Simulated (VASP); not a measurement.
Here is a VASP 6.6.1 calculation.

INCAR

```
SYSTEM = H20CO9
PREC = Accurate
ENCUT = 520
EDIFF = 1E-7
ISMEAR = -1
SIGMA = 0.02
LREAL = Auto
LASPH = .TRUE.
NELM = 100
ALGO = Normal
ISIF = 2
LWAVE = .FALSE.
LCHARG = .TRUE.
GGA = PE
IVDW = 12
LELF = .TRUE.
LVHAR = .TRUE.
NBANDS = 60
```

KPOINTS

```
regular mesh
0
G
  1 1 1
  0 0 0
```

POSCAR

```
H20CO9
1.0
    7.3625330000      0.0000000000      0.0000000000
    0.0000000000      7.3625330000      0.0000000000
    0.0000000000      0.0000000000      7.3625330000
O H C
9 20 1
Direct
    0.6951547789      0.4428910539      0.9235680166
    0.6933483354      0.2952788123      0.5484253857
    0.1070148005      0.9028686187      0.8902778432
    0.4455939281      0.6004998551      0.3775331126
    1.0878321360     -0.1103017127      0.3547012964
    0.0507434058      0.6085134016      0.6762346600
    0.4060559049      0.0210253727      0.1837139474
    1.0462296060      0.2172078550      0.6458646773
    0.3220494903      0.3547284610      0.1073000284
    0.6360175228      0.3990746120      0.8232628635
    0.7384007651      0.5652809977      0.8800911317
    0.6237255575      0.3655535398      0.4410166990
    0.6710598105      0.1638023218      0.5478820944
    0.2157273862      0.8773746753      0.8186856344
    0.0581593318      1.0033639238      0.8254224463
    0.4017367392      0.5195630363      0.2709529451
    0.3736621622      0.5578243249      0.4857159893
    1.1265823868     -0.1842300741      0.4557806396
    1.0285318925     -0.0127673452      0.3942257373
    0.0476194810      0.6963500198      0.7775720666
   -0.0647739032      0.6192977335      0.6080516040
    0.3066200179     -0.0435176318      0.2214047801
    0.5041743107     -0.0728689433      0.1920534686
    1.0885384147      0.3346538481      0.6766692930
    0.9244644472      0.2509190791      0.6088393763
    0.0782339448      0.4611456410      0.2472790275
    0.3677131226      0.2293368329      0.0680200686
    0.0445363029      0.3277812133      0.0781796156
    0.1308381232      0.2292010100      0.2924672799
    0.1473677605      0.3335808478      0.1886578980
```

Potentials or basis: VASP PAW PBE potentials, release 64 (O, H, C).

Command:

```bash
$ cat potpaw_PBE.64/O/POTCAR potpaw_PBE.64/H/POTCAR potpaw_PBE.64/C/POTCAR > POTCAR
$ mpirun -np 1 vasp_gam > vasp.out
```

(1) What does it give for the band gap on the k mesh?

(2) Estimate the pressure.

Answers

(1) 3.37 eV, direct.

(2) 0.1 GPa.
